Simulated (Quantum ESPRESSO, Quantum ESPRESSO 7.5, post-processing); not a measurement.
# blue phosphorene, layer by layer

Aim: screening, gap and ionisation potential of blue phosphorene against the number of layers.

Method: plane-wave DFT, PBE, GBRV ultrasoft pseudopotentials (geometry by pw.x at PBE-D3(BJ), GBRV ultrasoft), in Quantum ESPRESSO 7.5.

This is a report of a sequence of runs, with most program output left out.

## Step 1: Starting point

The cell holds 2 atoms: 2 P. Its edges and angles: a = 3.280 Å, b = 3.280 Å, c = 18.240 Å, α = 90.0°, β = 90.0°, γ = 120.0°. It derives from P. Vacuum lies along c.

Structure file:

```cif
data_structure
_symmetry_space_group_name_H-M 'P 1'
_symmetry_Int_Tables_number 1
_cell_length_a 3.2800
_cell_length_b 3.2800
_cell_length_c 18.2400
_cell_angle_alpha 90.000
_cell_angle_beta 90.000
_cell_angle_gamma 120.000
_cell_volume 169.94
loop_
_atom_site_label
_atom_site_type_symbol
_atom_site_fract_x
_atom_site_fract_y
_atom_site_fract_z
_atom_site_occupancy
P1 P 0.66667 0.33333 0.46601 1
P2 P 0.33333 0.66667 0.53399 1
```

## Step 2: Relaxing cell and ions, 1 layer

Cell and atoms are relaxed with a D3(BJ) correction; only the in-plane cell moves (cell_dofree = 2Dxy), and the cutoff is raised for the stress.

Contents of n1.relax.in:

```
&control
  prefix = 'n1.relax'
  outdir = './out'
  pseudo_dir = './pseudo'
  nstep = 50
  forc_conv_thr = 0.0004
  calculation = 'vc-relax'
  etot_conv_thr = 1e-06
/
&system
  ibrav = 0
  nat = 2
  ntyp = 1
  ecutwfc = 50
  ecutrho = 250
  vdw_corr = 'grimme-d3'
  dftd3_version = 4
  occupations = 'smearing'
  smearing = 'fd'
  degauss = 0.004
/
&electrons
  conv_thr = 1e-09
  mixing_beta = 0.4
  electron_maxstep = 120
  mixing_mode = 'plain'
/
&ions
/
&cell
  cell_dofree = '2Dxy'
  press_conv_thr = 0.3
/
ATOMIC_SPECIES
  P   30.9738  p_pbe_v1.5.uspp.F.UPF
CELL_PARAMETERS angstrom
  3.28000000000000 0.00000000000000 0.00000000000000
  -1.64000000000000 2.84056332441296 0.00000000000000
  0.00000000000000 0.00000000000000 18.24000000000000
ATOMIC_POSITIONS crystal
  P   0.666666666667 0.333333333333 0.466008771930
  P   0.333333333333 0.666666666667 0.533991228070
K_POINTS automatic
  12 12 1 0 0 0
```

Run with:

```sh
$ OMP_NUM_THREADS=1 mpirun -n 4 pw.x -nk 4 -in n1.relax.in > n1.relax.out
```

Wall time 65 s (4 MPI ranks of Arm Neoverse V1, shared host); peak memory 0.57 GiB; 4.4 min of CPU time.

The steps of the relaxation:

```csv
step,energy less that of the first step (eV),largest force (eV/Å),volume (Å³)
1,0.0000,0.0140,169.94
2,-0.0005,0.0032,169.71
3,-0.0011,0.0124,169.46
4,-0.0018,0.0175,169.09
5,-0.0026,0.0181,168.53
6,-0.0033,0.0124,167.68
7,-0.0034,0.0039,167.15
8,-0.0034,0.0017,167.16
9,-0.0034,0.0016,167.16
```

```csv
cell as run,before,after,change
a (Å),3.280,3.253,-0.8 %
b (Å),3.280,3.253,-0.8 %
```

Final coordinates:

```cif
data_structure
_symmetry_space_group_name_H-M 'P 1'
_symmetry_Int_Tables_number 1
_cell_length_a 3.2530
_cell_length_b 3.2530
_cell_length_c 18.2400
_cell_angle_alpha 90.000
_cell_angle_beta 90.000
_cell_angle_gamma 120.000
_cell_volume 167.16
loop_
_atom_site_label
_atom_site_type_symbol
_atom_site_fract_x
_atom_site_fract_y
_atom_site_fract_z
_atom_site_occupancy
P1 P 0.66667 0.33333 0.46587 1
P2 P 0.33333 0.66667 0.53413 1
```

 The last row is no step: it is a fresh SCF in the final cell with a new plane-wave basis, +0 meV from the row before.

Read from the output:

| Quantity | Value |
| --- | --- |
| free energy | -422.6428 eV |
| Fermi energy | -2.361 eV |

## Step 3: Ground state, 1 layer: no field

The zero-field run is the reference. tefield and dipfield are on already, so that all runs share k-points and boundary.

Level of this step: plane-wave DFT, PBE, GBRV ultrasoft pseudopotentials (Quantum ESPRESSO 7.5).

Contents of n1.f0.in:

```
&control
  prefix = 'n1.f0'
  outdir = './out'
  pseudo_dir = './pseudo'
  calculation = 'scf'
  tprnfor = .true.
  tefield = .true.
  dipfield = .true.
/
&system
  ibrav = 0
  nat = 2
  ntyp = 1
  ecutwfc = 40
  ecutrho = 200
  occupations = 'smearing'
  smearing = 'fd'
  degauss = 0.004
  edir = 3
  emaxpos = 0.97
  eopreg = 0.04
  eamp = 0.0
  nbnd = 9
/
&electrons
  conv_thr = 1e-09
  mixing_beta = 0.4
  electron_maxstep = 120
  mixing_mode = 'plain'
/
ATOMIC_SPECIES
  P   30.9738  p_pbe_v1.5.uspp.F.UPF
CELL_PARAMETERS angstrom
  3.25302999600000 0.00000000000000 0.00000000000000
  -1.62651499800000 2.81720661600000 0.00000000000000
  0.00000000000000 0.00000000000000 18.24000000000000
ATOMIC_POSITIONS crystal
  P   0.666666666700 0.333333333300 0.465873139800
  P   0.333333333300 0.666666666700 0.534126860200
K_POINTS automatic
  12 12 1 0 0 0
```

Run with:

```sh
$ OMP_NUM_THREADS=1 mpirun -n 4 pw.x -nk 4 -in n1.f0.in > n1.f0.out
```

Run time: 18 s. Hardware: 4 MPI ranks; peak memory 0.36 GiB; 72 s of CPU time.

Numbers from this step:

```
free energy                          : -422.2133 eV
dipole along the normal              : 0 e·Å
valence top, on the run's zero       : -3.370 eV
conduction bottom, on the run's zero : -1.383 eV
gap by band count                    : 1.987 eV
```

The run needed 10 iterations to bring the estimated error under 1e-09 Ry; the largest force on any atom, held or free, is 0.03 eV/Å.

## Step 4: Electrostatic potential, 1 layer

The vacuum level is read from the electrostatic potential (plot_num = 11), averaged over planes.

Contents of n1.f0.pot.in:

```
&inputpp
  prefix = 'n1.f0'
  outdir = './out'
  filplot = 'n1.f0.pot.dat'
  plot_num = 11
/
```

Run with:

```sh
$ OMP_NUM_THREADS=1 mpirun -n 4 pp.x -in n1.f0.pot.in > n1.f0.pot.out
```

It took 0.8 s on 4 MPI ranks; peak memory 0.08 GiB; 2.9 s of CPU time.

This step gave:

| Property | Result |
| --- | --- |
| slope of the potential above | 4.80e-5 eV/Å |
| upper vacuum line continued to the top atoms, over the valence top | 6.188 eV |
| slope of the potential below | -3.90e-5 eV/Å |
| lower vacuum line continued to the bottom atoms, over the valence top | 6.188 eV |
| vacuum level at the upper face over the valence top of the mesh | 6.189 eV |
| vacuum level at the lower face over the valence top of the mesh | 6.188 eV |

Electrostatic potential energy of an electron, with the sawtooth; zero at the highest filled level of the SCF mesh. Table of potential energy, planar mean by z:

| z (Å) | potential energy, planar mean (eV) |
| --- | --- |
| 0.0 | 6.19 |
| 0.5 | 6.19 |
| 1.0 | 6.19 |
| 1.5 | 6.19 |
| 2.0 | 6.19 |
| 2.5 | 6.19 |
| 3.0 | 6.19 |
| 3.5 | 6.19 |
| 4.0 | 6.19 |
| 4.5 | 6.19 |
| 5.0 | 6.19 |
| 5.5 | 6.18 |
| 6.0 | 6.15 |
| 6.5 | 6.02 |
| 7.0 | 5.50 |
| 7.5 | 3.34 |
| 8.0 | -4.54 |
| 8.5 | -13.0 |
| 9.0 | -9.06 |
| 9.5 | -12.0 |
| 10.0 | -10.0 |
| 10.5 | 0.705 |
| 11.0 | 4.82 |
| 11.5 | 5.86 |
| 12.0 | 6.11 |
| 12.5 | 6.17 |
| 13.0 | 6.18 |
| 13.5 | 6.19 |
| 14.0 | 6.19 |
| 14.5 | 6.19 |
| 15.0 | 6.19 |
| 15.5 | 6.19 |
| 16.0 | 6.19 |
| 16.5 | 6.19 |
| 17.0 | 6.19 |
| 17.5 | 6.19 |
| 18.0 | 6.19 |

## Step 5: Self-consistent run, 1 layer: field 0.1 V/Å

eamp is the field in Hartree atomic units (1 a.u. = 51.42 V/Å). With dipfield on, it is the field in the vacuum beside an isolated sheet. The run starts from the density of the one before.

n1.f1.in, as its differences from the input of step 3:

```diff
@@ -1,3 +1,3 @@
 &control
-  prefix = 'n1.f0'
+  prefix = 'n1.f1'
   outdir = './out'
@@ -21,3 +21,3 @@
   eopreg = 0.04
-  eamp = 0.0
+  eamp = 0.00194469
   nbnd = 9
@@ -29,2 +29,3 @@
   mixing_mode = 'plain'
+  startingpot = 'file'
 /
```

Run with:

```sh
$ cp -r out/n1.f0.save out/n1.f1.save
$ OMP_NUM_THREADS=1 mpirun -n 4 pw.x -nk 4 -in n1.f1.in > n1.f1.out
```

It took 15 s on 4 MPI ranks; peak memory 0.31 GiB.

Numbers from this step:

```
free energy                          : -422.2142 eV
Fermi energy                         : -2.346 eV
dipole along the normal              : 0.01903 e·Å
valence top, on the run's zero       : -3.356 eV
conduction bottom, on the run's zero : -1.369 eV
```

## Step 6: Self-consistent run, 1 layer: field −0.1 V/Å

The field is reversed. With a mirror plane this checks symmetry and convergence alone; for a polar sheet it tests linearity.

n1.f2.in, as its differences from the input of step 5:

```diff
@@ -1,3 +1,3 @@
 &control
-  prefix = 'n1.f1'
+  prefix = 'n1.f2'
   outdir = './out'
@@ -21,3 +21,3 @@
   eopreg = 0.04
-  eamp = 0.00194469
+  eamp = -0.00194469
   nbnd = 9
```

Run with:

```sh
$ cp -r out/n1.f0.save out/n1.f2.save
$ OMP_NUM_THREADS=1 mpirun -n 4 pw.x -nk 4 -in n1.f2.in > n1.f2.out
```

The job ended after 15 s (4 MPI ranks; peak memory 0.36 GiB; 58 s of CPU time).

Numbers from this step:

```
Fermi energy                         : -2.375 eV
dipole along the normal              : -0.01901 e·Å
valence top, on the run's zero       : -3.385 eV
conduction bottom, on the run's zero : -1.398 eV
```

## Step 7: Electrostatic potential, 1 layer

Contents of n1.f1.pot.in:

```
&inputpp
  prefix = 'n1.f1'
  outdir = './out'
  filplot = 'n1.f1.pot.dat'
  plot_num = 11
/
```

Run with:

```sh
$ OMP_NUM_THREADS=1 mpirun -n 4 pp.x -in n1.f1.pot.in > n1.f1.pot.out
```

Wall time 0.8 s (4 MPI ranks); peak memory 0.09 GiB.

This step gave:

- slope of the potential above: 0.1000 eV/Å
- upper vacuum line continued to the top atoms, over the valence top: 6.063 eV
- slope of the potential below: 0.09995 eV/Å
- lower vacuum line continued to the bottom atoms, over the valence top: 6.315 eV

The slope in the vacuum is 0.100 eV/Å for an applied 0.10 V/Å, as it should be.

## Step 8: Band structure, 1 layer: no field

A bands run reads the converged density and follows the path given under K_POINTS.

n1.f0.bands.in, as its differences from the input of step 6:

```diff
@@ -1,7 +1,6 @@
 &control
-  prefix = 'n1.f2'
+  prefix = 'n1.f0.bands'
   outdir = './out'
   pseudo_dir = './pseudo'
-  calculation = 'scf'
-  tprnfor = .true.
+  calculation = 'bands'
   tefield = .true.
@@ -21,3 +20,3 @@
   eopreg = 0.04
-  eamp = -0.00194469
+  eamp = 0.0
   nbnd = 9
@@ -25,7 +24,6 @@
 &electrons
-  conv_thr = 1e-09
+  conv_thr = 1e-07
   mixing_beta = 0.4
   electron_maxstep = 120
-  mixing_mode = 'plain'
-  startingpot = 'file'
+  mixing_mode = 'local-TF'
 /
@@ -40,3 +38,7 @@
   P   0.333333333300 0.666666666700 0.534126860200
-K_POINTS automatic
-  12 12 1 0 0 0
+K_POINTS crystal_b
+4
+  0.0000000000 0.0000000000 0.0000000000 12
+  0.5000000000 0.0000000000 0.0000000000 12
+  0.3333333333 0.3333333333 0.0000000000 12
+  0.0000000000 0.0000000000 0.0000000000 1
```

Run with:

```sh
$ cp -r out/n1.f0.save out/n1.f0.bands.save
$ cp out/n1.f0.xml out/n1.f0.bands.xml
$ OMP_NUM_THREADS=1 mpirun -n 4 pw.x -nk 4 -in n1.f0.bands.in > n1.f0.bands.out
```

Run time: 10 s. Hardware: 4 MPI ranks; peak memory 0.23 GiB; 41 s of CPU time.

Read from the output:

| Quantity | Value |
| --- | --- |
| dipole along the normal | 0 e·Å |
| valence top, on the run's zero | -3.370 eV |
| conduction bottom, on the run's zero | -1.386 eV |
| gap by band count | 1.984 eV |

Band numbers count within the set of bands kept for display. Electronic bands along the path, in eV, zero at the highest filled level of the SCF mesh; v1 is the highest filled band, c1 the lowest empty one:

```
  point     v4     v3     v2     v1    c1    c2    c3    c4
      Γ  -6.45  -0.45  -0.01  -0.01  4.02  4.02  4.03  5.36
halfway  -6.14  -3.90  -1.39  -0.05  2.33  5.08  5.44  6.48
      M  -8.98  -3.13  -2.22  -1.36  2.07  3.54  5.44  6.42
halfway  -8.97  -4.24  -2.51  -1.30  2.99  4.39  5.02  6.86
      K  -9.63  -5.39  -1.72  -1.72  2.16  5.58  5.58  8.35
halfway  -6.26  -3.90  -2.71   0.00  3.57  4.35  6.03  6.57
      Γ  -6.45  -0.45  -0.01  -0.01  4.02  4.02  4.03  5.36
```

Along this path the valence top lies between K and Γ and the conduction bottom between Γ and M.

## Step 9: Polarisability from the dipole between 0 and 0.1 V/A, 1 layer

Read from the output:

```
change of slope in the vacuum : 0.09999 eV/Å
polarisability a cell         : 2.740 Å³
sheet polarisability 4πα/A    : 3.758 Å
```

Change of the potential energy, second field less first against z:

| z (Å) | change of the potential energy, second field less first (eV) |
| --- | --- |
| 0.0 | -0.361 |
| 0.5 | -0.673 |
| 1.0 | -0.623 |
| 1.5 | -0.573 |
| 2.0 | -0.523 |
| 2.5 | -0.473 |
| 3.0 | -0.423 |
| 3.5 | -0.373 |
| 4.0 | -0.323 |
| 4.5 | -0.273 |
| 5.0 | -0.224 |
| 5.5 | -0.174 |
| 6.0 | -0.126 |
| 6.5 | -0.0811 |
| 7.0 | -0.0428 |
| 7.5 | -0.0169 |
| 8.0 | -0.00530 |
| 8.5 | -6.1e-4 |
| 9.0 | 2.7e-4 |
| 9.5 | -3.3e-4 |
| 10.0 | 0.00263 |
| 10.5 | 0.00993 |
| 11.0 | 0.0289 |
| 11.5 | 0.0623 |
| 12.0 | 0.105 |
| 12.5 | 0.152 |
| 13.0 | 0.201 |
| 13.5 | 0.251 |
| 14.0 | 0.301 |
| 14.5 | 0.351 |
| 15.0 | 0.401 |
| 15.5 | 0.451 |
| 16.0 | 0.501 |
| 16.5 | 0.551 |
| 17.0 | 0.601 |
| 17.5 | 0.651 |
| 18.0 | 0.0911 |

## Step 10: Variable-cell relaxation, 2 layers

Level of this step: plane-wave DFT, PBE-D3(BJ), GBRV ultrasoft pseudopotentials (Quantum ESPRESSO 7.5).

System of this step: blue phosphorene, 2 layers, AB stacking. The cell holds 4 atoms: 4 P. Cell: a = 3.280 Å, b = 3.280 Å, c = 22.780 Å, α = 90.0°, β = 90.0°, γ = 120.0°. It derives from P. Vacuum lies along c.

Contents of n2.relax.in:

```
&control
  prefix = 'n2.relax'
  outdir = './out'
  pseudo_dir = './pseudo'
  nstep = 50
  forc_conv_thr = 0.0004
  calculation = 'vc-relax'
  etot_conv_thr = 1e-06
/
&system
  ibrav = 0
  nat = 4
  ntyp = 1
  ecutwfc = 50
  ecutrho = 250
  vdw_corr = 'grimme-d3'
  dftd3_version = 4
  occupations = 'smearing'
  smearing = 'fd'
  degauss = 0.004
/
&electrons
  conv_thr = 1e-09
  mixing_beta = 0.4
  electron_maxstep = 120
  mixing_mode = 'plain'
/
&ions
/
&cell
  cell_dofree = '2Dxy'
  press_conv_thr = 0.3
/
ATOMIC_SPECIES
  P   30.9738  p_pbe_v1.5.uspp.F.UPF
CELL_PARAMETERS angstrom
  3.28000000000000 0.00000000000000 0.00000000000000
  -1.64000000000000 2.84056332441296 0.00000000000000
  0.00000000000000 0.00000000000000 22.78000000000000
ATOMIC_POSITIONS crystal
  P   0.666666666667 0.333333333333 0.373134328358
  P   0.333333333333 0.666666666667 0.427568042142
  P   0.000000000000 0.000000000000 0.572431957858
  P   0.666666666667 0.333333333333 0.626865671642
K_POINTS automatic
  12 12 1 0 0 0
```

Run with:

```sh
$ OMP_NUM_THREADS=1 mpirun -n 4 pw.x -nk 4 -in n2.relax.in > n2.relax.out
```

Wall time 2.6 min (4 MPI ranks); peak memory 0.73 GiB; 10 min of CPU time.

The steps of the relaxation:

| step | energy less that of the first step (eV) | largest force (eV/Å) | volume (Å³) |
| --- | --- | --- | --- |
| 1 | 0.0000 | 0.0484 | 212.24 |
| 2 | -0.0011 | 0.0070 | 211.88 |
| 3 | -0.0021 | 0.0180 | 211.48 |
| 4 | -0.0031 | 0.0344 | 210.88 |
| 5 | -0.0040 | 0.0387 | 209.99 |
| 6 | -0.0042 | 0.0240 | 209.53 |
| 7 | -0.0042 | 0.0127 | 209.50 |
| 8 | -0.0042 | 0.0067 | 209.52 |
| 9 | -0.0042 | 0.0067 | 209.52 |

```
cell as run  before  after  change
      a (Å)   3.280  3.259  -0.6 %
      b (Å)   3.280  3.259  -0.6 %
```

The relaxed structure:

```xyz
4
Lattice="3.2589 0.0000 0.0000 -1.6294 2.8223 0.0000 0.0000 0.0000 22.7800" Properties=species:S:1:pos:R:3
P     1.6294    0.9408    8.4984
P     0.0000    1.8815    9.7401
P     0.0000    0.0000   13.0399
P     1.6294    0.9408   14.2816
```

 The last row is no step: it is a fresh SCF in the final cell with a new plane-wave basis, +0 meV from the row before.

This step gave:

```
free energy  : -845.4094 eV
Fermi energy : -0.4825 eV
```

## Step 11: Ground state, 2 layers: no field

Level of this step: plane-wave DFT, PBE, GBRV ultrasoft pseudopotentials (Quantum ESPRESSO 7.5).

Contents of n2.f0.in:

```
&control
  prefix = 'n2.f0'
  outdir = './out'
  pseudo_dir = './pseudo'
  calculation = 'scf'
  tprnfor = .true.
  tefield = .true.
  dipfield = .true.
/
&system
  ibrav = 0
  nat = 4
  ntyp = 1
  ecutwfc = 40
  ecutrho = 200
  occupations = 'smearing'
  smearing = 'fd'
  degauss = 0.004
  edir = 3
  emaxpos = 0.97
  eopreg = 0.04
  eamp = 0.0
  nbnd = 14
/
&electrons
  conv_thr = 1e-09
  mixing_beta = 0.4
  electron_maxstep = 120
  mixing_mode = 'plain'
/
ATOMIC_SPECIES
  P   30.9738  p_pbe_v1.5.uspp.F.UPF
CELL_PARAMETERS angstrom
  3.25885956000000 0.00000000000000 0.00000000000000
  -1.62942978000000 2.82225516600000 0.00000000000000
  0.00000000000000 0.00000000000000 22.78000000000000
ATOMIC_POSITIONS crystal
  P   0.666666666700 0.333333333300 0.373062533700
  P   0.333333333300 0.666666666700 0.427573209300
  P   0.000000000000 0.000000000000 0.572426790700
  P   0.666666666700 0.333333333300 0.626937466300
K_POINTS automatic
  12 12 1 0 0 0
```

Run with:

```sh
$ OMP_NUM_THREADS=1 mpirun -n 4 pw.x -nk 4 -in n2.f0.in > n2.f0.out
```

Run time: 44 s. Hardware: 4 MPI ranks; peak memory 0.56 GiB.

Read from the output:

| Item | Value |
| --- | --- |
| free energy | -844.3659 eV |
| Fermi energy | -0.4824 eV |
| dipole along the normal | 4.16e-5 e·Å |
| valence top, on the run's zero | -1.100 eV |
| conduction bottom, on the run's zero | 0.08707 eV |
| gap by band count | 1.187 eV |

## Step 12: Potential by pp.x, 2 layers

Contents of n2.f0.pot.in:

```
&inputpp
  prefix = 'n2.f0'
  outdir = './out'
  filplot = 'n2.f0.pot.dat'
  plot_num = 11
/
```

Run with:

```sh
$ OMP_NUM_THREADS=1 mpirun -n 4 pp.x -in n2.f0.pot.in > n2.f0.pot.out
```

The job ended after 0.84 s (4 MPI ranks; peak memory 0.1 GiB).

Read from the output:

- slope of the potential above: 6.45e-5 eV/Å
- upper vacuum line continued to the top atoms, over the valence top: 5.608 eV
- slope of the potential below: -4.89e-5 eV/Å
- lower vacuum line continued to the bottom atoms, over the valence top: 5.609 eV
- vacuum level at the upper face over the valence top of the mesh: 5.609 eV
- vacuum level at the lower face over the valence top of the mesh: 5.609 eV

## Step 13: Self-consistent run, 2 layers: field 0.1 V/Å

n2.f1.in, as its differences from the input of step 11:

```diff
@@ -1,3 +1,3 @@
 &control
-  prefix = 'n2.f0'
+  prefix = 'n2.f1'
   outdir = './out'
@@ -21,3 +21,3 @@
   eopreg = 0.04
-  eamp = 0.0
+  eamp = 0.00194469
   nbnd = 14
@@ -29,2 +29,3 @@
   mixing_mode = 'plain'
+  startingpot = 'file'
 /
```

Run with:

```sh
$ cp -r out/n2.f0.save out/n2.f1.save
$ OMP_NUM_THREADS=1 mpirun -n 4 pw.x -nk 4 -in n2.f1.in > n2.f1.out
```

The job ended after 42 s (4 MPI ranks; peak memory 0.55 GiB).

Read from the output:

- free energy: -844.3678 eV
- Fermi energy: -0.4687 eV
- dipole along the normal: 0.03858 e·Å
- valence top, on the run's zero: -1.084 eV
- conduction bottom, on the run's zero: 0.09895 eV
- gap by band count: 1.183 eV

## Step 14: Electrostatic potential, 2 layers

Contents of n2.f1.pot.in:

```
&inputpp
  prefix = 'n2.f1'
  outdir = './out'
  filplot = 'n2.f1.pot.dat'
  plot_num = 11
/
```

Run with:

```sh
$ OMP_NUM_THREADS=1 mpirun -n 4 pp.x -in n2.f1.pot.in > n2.f1.pot.out
```

Wall time 0.84 s (4 MPI ranks); peak memory 0.1 GiB.

Read from the output:

```
slope of the potential above                                          : 0.1001 eV/Å
upper vacuum line continued to the top atoms, over the valence top    : 5.518 eV
slope of the potential below                                          : 0.09994 eV/Å
lower vacuum line continued to the bottom atoms, over the valence top : 5.699 eV
```

The slope in the vacuum is 0.100 eV/Å for an applied 0.10 V/Å, as it should be.

(Continued in part 2 of 2.)

[Logs are printed without paths, hosts, clocks, repeated set-up lines and the standing remarks that a program may print on its own settings, such as how far it seeks lower states.]

[Hosts, paths, dates, database ids (printed as entryN), source tags and the programs' standing remarks are cut or masked in the printed files.]

[Maps of the electrostatic potential energy from Ansatz leave out the sawtooth potential of an applied field or a dipole correction, so their vacuum need not be flat; planar profiles and work functions include it.]
